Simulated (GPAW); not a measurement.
A run of GPAW 26.7.0 is set up as follows.

The input run.py:

```python
from ase import Atoms
from ase.eos import EquationOfState
from ase.io import Trajectory
from ase.units import GPa
from gpaw import GPAW, PW, setup_paths

setup_paths.insert(0, '.')

atoms = Atoms(['Ga', 'P'],
              cell=[[0.0, 2.72525, 2.72525],
                    [2.72525, 0.0, 2.72525],
                    [2.72525, 2.72525, 0.0]],
              scaled_positions=[[0.0, 0.0, 0.0],
                                [0.75, 0.75, 0.75]],
              pbc=True)

traj = Trajectory('eos.traj', 'w')
volumes, energies = [], []
for x in [0.94, 0.96, 0.98, 1.0, 1.02, 1.04, 1.06]:
    a = atoms.copy()
    a.set_cell(atoms.cell * x**(1 / 3), scale_atoms=True)
    calc = GPAW(mode=PW(600),
                xc='PBEsol',
                kpts={'size': (8, 8, 8), 'gamma': True},
                occupations={'name': 'fermi-dirac', 'width': 0.05},
                nbands=11,
                convergence={'density': 1e-05, 'energy': 1e-05},
                maxiter=150,
                txt=f'eos-{x:.2f}.txt')
    a.calc = calc
    energies.append(a.get_potential_energy(force_consistent=True))
    volumes.append(a.get_volume())
    p = -a.get_stress()[:3].mean() / GPa
    calc.write(f'eos-{x:.2f}.gpw')
    traj.write(a)
    print(f'{x:.2f} {volumes[-1]:10.4f} A^3 {energies[-1]:14.6f} eV {p:9.3f} GPa', flush=True)

v0, e0, B = EquationOfState(volumes, energies, eos='birchmurnaghan').fit()
print(f'V0 = {v0:.4f} A^3, E0 = {e0:.6f} eV, B0 = {B / GPa:.2f} GPa')
```

Potentials or basis: PAW data sets generated in the run's folder for this functional, pw.

Launch:

```sh
$ gpaw-setup -f PBEsol Ga P
$ OMP_NUM_THREADS=1 python run.py
```

Problem. Predict the bulk modulus.

Solution. 87 GPa.

Problem. What does it give for the pressure derivative of the bulk modulus?

Solution. 4.6.

Problem. Predict the equilibrium volume.

Solution. 20.59 Å³/atom.

Energy against volume, from the lowest point:
```
volume (Å³/atom)  energy (meV/atom)
          19.026              37.49
          19.431              19.81
          19.836               8.07
          20.240               1.65
          20.645               0.00
          21.050               2.62
          21.455               9.07
```

Caveat: the data sets keep Ga 3d, Li 1s and Be 1s frozen, and some such compounds lay over 1.5 % in volume off other programs.

**Experimental background.**

“Phosphorous dimerization in GaP at high pressure”, 2017, arxiv:1709.06667 reports, for a bulk crystal of GaP: bulk modulus 87.5 ± 0.6 GPa.

Measured bulk modulus of GaP: 87.5 GPa (“Phosphorous dimerization in GaP at high pressure”, 2017, arxiv:1709.06667). This calculation gives 87 GPa (-0.4 %). The fit is for a static lattice scaled at fixed shape and fixed fractional positions.
